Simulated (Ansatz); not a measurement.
The cell is built from the rocksalt type as a first guess.

BeS: DFT, PBE, PAW with Ansatz's default frozen-core files, scalar-relativistic (Ansatz 0.2.0).

The relaxation starts from this cell:

```
CELL_PARAMETERS angstrom
0.00000 2.23228 2.23228
2.23228 0.00000 2.23228
2.23228 2.23228 0.00000
ATOMIC_POSITIONS crystal
Be 0.00000 0.00000 0.00000
S 0.50000 0.50000 0.50000
```

Output:

```
Engine: ansatz 0.2.0
Pseudopotentials: kind: paw
Pseudopotential: Be, paw, valence charge 2, recommended cutoff 420 eV (normal)
Pseudopotential: S, paw, valence charge 6, recommended cutoff 420 eV (normal)
Functional definition: PBE
  parameter kappa = 0.804
  parameter beta = 0.06672455060314922
  exchange = pbe_x(kappa = kappa, mu = beta*pi^2/3)
  correlation = pbe_c(beta = beta)
Crystal: 2 atoms, lattice volume = 22.247 Å³
Basis set: ecut = 420 eV, 411 PW (Γ), exchange–correlation on 48×48×48 points (8 copies of the dense FFT grid, shifted against one another)
Bands: 8, of which v1, the nominal top of the filled ones, is band 4 counted from 1 (3 counted from 0)
Symmetry: 48 space group operations
Space group: Fm-3m (ITA 225), of the structure as read, at distance tolerance 2.8e-5 Å
k-points: 84 of 2197
Non-local potential: Be, projectors of the file, l = 0: 2, l = 1: 2, l = 2: 1
Non-local potential: S, projectors of the file, l = 0: 2, l = 1: 2, l = 2: 2
PAW form: soft (Blöchl's): semilocal exchange-correlation on the pseudo side does not see the compensation charge
PAW one-centre angular grid: Be, 110 points (default); XC on 64 Gauss nodes
PAW one-centre angular grid: S, 110 points (default); XC on 64 Gauss nodes
Initial density: superposition of atomic densities (neutral atoms: chi_scale 0, normalization atom), corrected by the library's trained network
Initial wavefunctions: pseudopotential atomic-orbital guess
Functional: x = pbe(κ = 0.804, μ = 0.2195149727645171), c = pbe(β = 0.06672455060314922)
SCF iter   1: F=—  HF=-995.736482 eV  |F-HF|=—  |Δ(HF+E_count)|=         —  Δρ=1.65e-3  dr2=5.61e-4  ethr=1.77e-3  ⟨swp⟩=5.3  Hψ=5360  notcnv=0
preconditioner: auto → none  [insulator: Δε(μ)=1.061 eV  Ē_g=13.385 eV  σ=0.080 eV  W_gap=1.00  n_scr=0 (ndim 8)  ℏωp=22.3 eV  f_vac=0.000  D(μ)=0.00/eV (n_scr^D=0)  ε∞_Penn≈3.8]
SCF iter   2: F=—  HF=-995.735474 eV  |F-HF|=—  |Δ(HF+E_count)|=   1.01e-3  Δρ=5.27e-4  dr2=3.91e-5  ethr=7.01e-6  ⟨swp⟩=2.4  Hψ=1616  notcnv=0
SCF iter   3: F=—  HF=-995.735500 eV  |F-HF|=—  |Δ(HF+E_count)|=   2.66e-5  Δρ=2.82e-4  dr2=6.18e-6  ethr=4.88e-7  ⟨swp⟩=2.1  Hψ=1003  notcnv=0
SCF iter   4: F=—  HF=-995.735550 eV  |F-HF|=—  |Δ(HF+E_count)|=   4.91e-5  Δρ=2.96e-5  dr2=2.17e-7  ethr=7.72e-8  ⟨swp⟩=2.0  Hψ=1008  notcnv=0
iter 5 did not close the SCF: its close was put off for the readings that it lacked (scf_convergence_deferred on its scf_iter line)
SCF iter   5: F=-995.735549 eV  HF=-995.735549 eV  |F-HF|=1.09e-9  |Δ(HF+E_count)|=   5.74e-8  Δρ=4.29e-6  dr2=3.56e-9  ethr=2.71e-9  ⟨swp⟩=2.4  Hψ=970  notcnv=0
SCF iter   6: F=-995.735549 eV  HF=-995.735549 eV  |F-HF|=1.06e-10  |Δ(HF+E_count)|=  1.76e-10  Δρ=7.09e-7  dr2=1.52e-10  ethr=4.45e-11  ⟨swp⟩=1.7  Hψ=2048  notcnv=0
SCF 1 converged in 6 iterations: F = -995.735549 eV  dr2 = 1.52e-10
  greatest PAW one-centre occupation: 0.856 electrons in one spin orbital (limit 2), on the S atom at site 1 (counted from 0), in its partial waves of l = 0
relax step   1: F+E_penalty+E_count = -995.73554945 eV  Δ(F+E_penalty+E_count) = +0.000e0 eV  max|allowed force component| = 1.824e-30 eV/Å  Δτ_max = 0.0000 Å  P = +14.379 GPa  Ω = 22.247 Å³  (6 SCF iters, dr2 threshold 1.00e-7 eV, accepted)
Crystal: 2 atoms, lattice volume = 23.820 Å³
Basis set: ecut = 420 eV, 459 PW (Γ), exchange–correlation on 48×48×48 points (8 copies of the dense FFT grid, shifted against one another)
Initial density: handed on by an earlier stage of this run
Initial wavefunctions: those handed on with the density
iter 1 solved again at ethr=3.57e-5 eV; its pass at ethr=3.10e-3 eV (dr2=2.86e-3 eV) is discarded
SCF iter   1: F=—  HF=-995.827134 eV  |F-HF|=—  |Δ(HF+E_count)|=         —  Δρ=3.28e-3  dr2=2.92e-3  ethr=3.57e-5  ⟨swp⟩=1.0  Hψ=6091  notcnv=0
preconditioner: auto → none  [insulator: Δε(μ)=1.053 eV  Ē_g=12.908 eV  σ=0.080 eV  W_gap=1.00  n_scr=0 (ndim 8)  ℏωp=21.5 eV  f_vac=0.000  D(μ)=0.00/eV (n_scr^D=0)  ε∞_Penn≈3.8]
SCF iter   2: F=—  HF=-995.826506 eV  |F-HF|=—  |Δ(HF+E_count)|=   6.28e-4  Δρ=1.49e-3  dr2=5.43e-4  ethr=3.57e-5  ⟨swp⟩=1.0  Hψ=683  notcnv=0
SCF iter   3: F=—  HF=-995.826439 eV  |F-HF|=—  |Δ(HF+E_count)|=   6.69e-5  Δρ=3.34e-4  dr2=2.82e-5  ethr=6.79e-6  ⟨swp⟩=2.0  Hψ=1008  notcnv=0
SCF iter   4: F=—  HF=-995.826438 eV  |F-HF|=—  |Δ(HF+E_count)|=   1.06e-6  Δρ=6.57e-5  dr2=5.75e-7  ethr=3.52e-7  ⟨swp⟩=2.6  Hψ=1022  notcnv=0
SCF iter   5: F=-995.826439 eV  HF=-995.826439 eV  |F-HF|=2.17e-9  |Δ(HF+E_count)|=   4.38e-7  Δρ=3.28e-6  dr2=2.26e-9  ethr=2.50e-9  ⟨swp⟩=4.0  Hψ=2014  notcnv=0
SCF 2 converged in 5 iterations: F = -995.826439 eV  dr2 = 2.26e-9
  greatest PAW one-centre occupation: 0.854 electrons in one spin orbital (limit 2), on the S atom at site 1 (counted from 0), in its partial waves of l = 0
relax step   2: F+E_penalty+E_count = -995.82643853 eV  Δ(F+E_penalty+E_count) = -9.089e-2 eV  max|allowed force component| = 4.684e-31 eV/Å  Δτ_max = 0.0000 Å  P = +4.684 GPa  Ω = 23.820 Å³  energy of the carried Pulay correction = -2.007e-4 eV  (5 SCF iters, dr2 threshold 2.00e-7 eV, accepted)
Crystal: 2 atoms, lattice volume = 24.661 Å³
Basis set: ecut = 420 eV, 531 PW (Γ), exchange–correlation on 48×48×48 points (8 copies of the dense FFT grid, shifted against one another)
iter 1 solved again at ethr=9.06e-6 eV; its pass at ethr=3.10e-3 eV (dr2=7.25e-4 eV) is discarded
SCF iter   1: F=—  HF=-995.840097 eV  |F-HF|=—  |Δ(HF+E_count)|=         —  Δρ=1.56e-3  dr2=7.03e-4  ethr=9.06e-6  ⟨swp⟩=1.9  Hψ=5870  notcnv=0
preconditioner: auto → none  [insulator: Δε(μ)=1.026 eV  Ē_g=12.656 eV  σ=0.080 eV  W_gap=1.00  n_scr=0 (ndim 8)  ℏωp=21.1 eV  f_vac=0.000  D(μ)=0.00/eV (n_scr^D=0)  ε∞_Penn≈3.8]
SCF iter   2: F=—  HF=-995.839935 eV  |F-HF|=—  |Δ(HF+E_count)|=   1.62e-4  Δρ=7.05e-4  dr2=1.29e-4  ethr=8.79e-6  ⟨swp⟩=1.0  Hψ=677  notcnv=0
SCF iter   3: F=—  HF=-995.839921 eV  |F-HF|=—  |Δ(HF+E_count)|=   1.40e-5  Δρ=1.67e-4  dr2=7.60e-6  ethr=1.62e-6  ⟨swp⟩=2.0  Hψ=1008  notcnv=0
SCF iter   4: F=-995.839919 eV  HF=-995.839919 eV  |F-HF|=9.97e-8  |Δ(HF+E_count)|=   1.49e-6  Δρ=3.26e-5  dr2=1.48e-7  ethr=2.50e-9  ⟨swp⟩=3.0  Hψ=2586  notcnv=0
SCF 3 converged in 4 iterations: F = -995.839919 eV  dr2 = 1.48e-7
  greatest PAW one-centre occupation: 0.853 electrons in one spin orbital (limit 2), on the S atom at site 1 (counted from 0), in its partial waves of l = 0
relax step   3: F+E_penalty+E_count = -995.83991929 eV  Δ(F+E_penalty+E_count) = -1.348e-2 eV  max|allowed force component| = 5.629e-31 eV/Å  Δτ_max = 0.0000 Å  P = +0.597 GPa  Ω = 24.661 Å³  energy of the carried Pulay correction = -3.027e-4 eV  (4 SCF iters, dr2 threshold 2.00e-7 eV, accepted)
Crystal: 2 atoms, lattice volume = 24.796 Å³
iter 1 solved again at ethr=2.16e-7 eV; its pass at ethr=3.10e-3 eV (dr2=1.73e-5 eV) is discarded
SCF iter   1: F=—  HF=-995.840156 eV  |F-HF|=—  |Δ(HF+E_count)|=         —  Δρ=2.43e-4  dr2=1.66e-5  ethr=2.16e-7  ⟨swp⟩=2.6  Hψ=5718  notcnv=0
preconditioner: auto → none  [insulator: Δε(μ)=1.012 eV  Ē_g=12.610 eV  σ=0.080 eV  W_gap=1.00  n_scr=0 (ndim 8)  ℏωp=21.1 eV  f_vac=0.000  D(μ)=0.00/eV (n_scr^D=0)  ε∞_Penn≈3.8]
SCF iter   2: F=—  HF=-995.840156 eV  |F-HF|=—  |Δ(HF+E_count)|=   1.64e-7  Δρ=1.13e-4  dr2=3.21e-6  ethr=2.08e-7  ⟨swp⟩=1.1  Hψ=683  notcnv=0
SCF iter   3: F=—  HF=-995.840156 eV  |F-HF|=—  |Δ(HF+E_count)|=   9.70e-9  Δρ=2.92e-5  dr2=2.30e-7  ethr=4.02e-8  ⟨swp⟩=2.0  Hψ=1010  notcnv=0
SCF iter   4: F=-995.840156 eV  HF=-995.840156 eV  |F-HF|=3.04e-9  |Δ(HF+E_count)|=   4.20e-8  Δρ=5.40e-6  dr2=3.89e-9  ethr=2.50e-9  ⟨swp⟩=4.0  Hψ=1934  notcnv=0
SCF 4 converged in 4 iterations: F = -995.840156 eV  dr2 = 3.89e-9
relax step   4: F+E_penalty+E_count = -995.84015577 eV  Δ(F+E_penalty+E_count) = -2.365e-4 eV  max|allowed force component| = 7.297e-30 eV/Å  Δτ_max = 0.0000 Å  P = +0.005 GPa  Ω = 24.796 Å³  energy of the carried Pulay correction = -3.186e-4 eV  (4 SCF iters, dr2 threshold 2.00e-7 eV, accepted)
Initial wavefunctions: pseudopotential atomic-orbital guess (no wavefunctions were taken with the density)
iter 1 solved again at ethr=9.35e-7 eV; its pass at ethr=3.10e-3 eV (dr2=7.48e-5 eV) is discarded
SCF iter   1: F=—  HF=-995.840607 eV  |F-HF|=—  |Δ(HF+E_count)|=         —  Δρ=6.81e-5  dr2=1.41e-7  ethr=9.35e-7  ⟨swp⟩=2.1  Hψ=7113  notcnv=0
eigensolver tolerance schedule: the retry pair's looser diagonalisation over-reported the residual by 530.39 of it (diagonalisation noise at 0.19 of the residual, at the tolerance the schedule requests for it); recorded, not acted on — ethr = c·dr2/N_el stays at c = 1.0e-1
preconditioner: auto → none  [insulator: Δε(μ)=1.010 eV  Ē_g=12.609 eV  σ=0.080 eV  W_gap=1.00  n_scr=0 (ndim 8)  ℏωp=21.1 eV  f_vac=0.000  D(μ)=0.00/eV (n_scr^D=0)  ε∞_Penn≈3.8]
SCF iter   2: F=—  HF=-995.840611 eV  |F-HF|=—  |Δ(HF+E_count)|=   3.90e-6  Δρ=3.49e-5  dr2=3.29e-8  ethr=1.76e-9  ⟨swp⟩=2.4  Hψ=1007  notcnv=0
SCF iter   3: F=—  HF=-995.840612 eV  |F-HF|=—  |Δ(HF+E_count)|=   3.49e-7  Δρ=4.03e-6  dr2=1.66e-9  ethr=4.12e-10  ⟨swp⟩=2.0  Hψ=1008  notcnv=0
SCF iter   4: F=—  HF=-995.840612 eV  |F-HF|=—  |Δ(HF+E_count)|=   2.86e-9  Δρ=5.65e-7  dr2=5.11e-11  ethr=2.08e-11  ⟨swp⟩=2.1  Hψ=940  notcnv=0
SCF iter   5: F=-995.840612 eV  HF=-995.840612 eV  |F-HF|=0.00e0  |Δ(HF+E_count)|=  2.82e-11  Δρ=6.20e-8  dr2=5.94e-13  ethr=1.00e-12  ⟨swp⟩=5.0  Hψ=2311  notcnv=0
SCF 5 converged in 5 iterations: F = -995.840612 eV  dr2 = 5.94e-13
relax step   5: F+E_penalty+E_count = -995.84061164 eV  Δ(F+E_penalty+E_count) = -4.559e-4 eV  max|allowed force component| = 6.081e-30 eV/Å  Δτ_max = 0.0000 Å  P = +0.025 GPa  Ω = 24.796 Å³  stress off target by 2.53e-2 GPa  SCF on the basis re-selected at this cell (its energy is not comparable with the rows above)  (5 SCF iters)
basis re-selected at this cell: Δ(F+E_penalty+E_count) = -4.559e-4 eV, ΔP = +0.020 GPa vs the last step (what re-selecting the basis moved, of the pressure what is left beyond the Pulay correction that the steps carried, after the strain that the cell walked since its last selection, with what the two solves' SCF thresholds leave and, on support functions, any second-order correction that the steps lacked; it is no measure of the basis error at this ecutwfc). This SCF's stress stands 2.53e-2 GPa from its target on what of the cell is left free (relax.cell.stress_tol is 5.00e-2 GPa) and its largest allowed force component is 6.08e-30 eV/Å (relax.f_tol is 5.00e-3 eV/Å): within both
SCF converged after 5 iterations
Free energy (F): -995.840612 eV
Harris-Foulkes:  -995.840612 eV  (|F-HF|=0.00e0)
Internal energy: -995.840579 eV  (E = F + TS)
E sigma→0 (E₀):  -995.840596 eV
Entropy (-TS):   -0.000032 eV (-0.016 meV/atom)
Fermi energy:    8.552838 eV
--- Per-component energies (eV) ---
  E_band       = 17.348834
  E_kinetic    = 127.432345
  E_local      = -78.149270  (includes V_loc(G=0)·N_el)
  E_nonlocal   = 32.225865
  E_hartree    = 25.388628
  E_xc         = -117.167595
  E_vxc        = -108.769762  (∫ρ·V_xc dr)
  E_paw        = -659.639664  (= ΣΔE_a)
  E_vpaw       = -6.167606  (= ΣTr[D̂ρ^β])
  E_aug_tail   = 0.000001  (compensation charges beyond the density's cutoff)
  E_ewald      = -325.930889
  E_smearing   = -0.000032  (= −TS)
  E_closure    = 0.000000  (closes the sum)
  Σ components = -995.840612   (vs F -995.840612, Δ=0.00e0)
--- Forces (eV/Å), atoms counted from 1 ---
  atom   1  Be    -0.00000000     0.00000000     0.00000000
  atom   2  S      0.00000000    -0.00000000    -0.00000000
  max |Σ_I F_I| component: 8.87e-30 eV/Å
--- Stress (GPa, compression-positive) ---
        0.025263      -0.000000      -0.000000
       -0.000000       0.025263      -0.000000
       -0.000000      -0.000000       0.025263
  P = ⅓ Tr σ = 0.0253 GPa (0.253 kbar)
--- Relaxed structure (4 steps of the walk, 4 accepted, 1 SCFs on fresh bases) ---
  F+E_penalty+E_count = -995.84061164 eV   max|allowed force component| = 6.081e-30 eV/Å   (the final SCF, on the basis selected at the relaxed cell)
  cell:  # Å, volume = 24.7959 Å³
    - [-6.942444326138631e-34, 2.314461480929753, 2.314461480929753]
    - [2.314461480929753, -1.2240835843967616e-34, 2.314461480929753]
    - [2.314461480929753, 2.314461480929753, -3.962845983396531e-34]
  atoms:
    - { symbol: Be, position: [6.965010185672172e-36, -1.0110498656620498e-35, -5.167588202273387e-36] }
    - { symbol: S, position: [0.49999999999999994, 0.49999999999999994, 0.49999999999999994] }
```
